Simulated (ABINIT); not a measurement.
Wanted: the native input for an ABINIT 10.8.3 (patched build) run.

```
Task                : equation of state
Functional          : LDA
Potentials or basis : JTH PAW LDA v2.0
Cutoff              : 626 eV
k mesh              : 12 × 12 × 12
Occupations         : fermi-dirac, width 0.05 eV
Spin                : no spin polarisation
Fine-grid cutoff    : 1224.51 eV
```

Crystal: Pd.

```
CELL_PARAMETERS angstrom
0.00000 1.94650 1.94650
1.94650 0.00000 1.94650
1.94650 1.94650 0.00000
ATOMIC_POSITIONS crystal
Pd 0.00000 0.00000 0.00000
```

The input as run:

run.abi

```
# Datasets: one volume each
ndtset 7
getwfk -1
scalecart1 3*0.9795861087
scalecart2 3*0.9864848297
scalecart3 3*0.9932883884
scalecart4 3*1.0000000000
scalecart5 3*1.0066227096
scalecart6 3*1.0131594038
scalecart7 3*1.0196128224

# Pseudopotentials
pp_dirpath "./"
pseudos "Pd.LDA_PW-JTH.xml"

# Structure
acell 2.7527666992 2.7527666992 2.7527666992 Angstrom
rprim
     0.0000000000     0.7071067812     0.7071067812
     0.7071067812     0.0000000000     0.7071067812
     0.7071067812     0.7071067812     0.0000000000
ntypat 1
znucl 46
natom 1
typat 1
xred
     0.0000000000     0.0000000000     0.0000000000

# Plane-wave basis
ecut 23.0
pawecutdg 45.0

# k points
kptopt 1
ngkpt 12 12 12
nshiftk 1
shiftk 0.0 0.0 0.0

# Exchange and correlation
ixc 7

# Bands and occupations
nband 13
occopt 3
tsmear 0.00183747

# SCF cycle
nstep 100
tolvrs 1.0e-9

# Output
iomode 3
prtwf 1
prtden 0
prteig 0
prtebands 0
enunit 2
```

Potentials or basis: JTH PAW LDA v2.0.

Launch:

```console
$ abinit run.abi > log 2>&1
```

Results of the run:

- Equilibrium volume: 14.10 Å³/atom
- Bulk modulus: 218 GPa
- Pressure derivative of the bulk modulus: 4.7 (rough: it moves with the points fitted)

Caveat: pressures at fixed basis lie under the slope of the energies.

Wall time 2.5 min on 1 thread of Arm Neoverse V2 (shared host), peak memory 0.15 GiB.
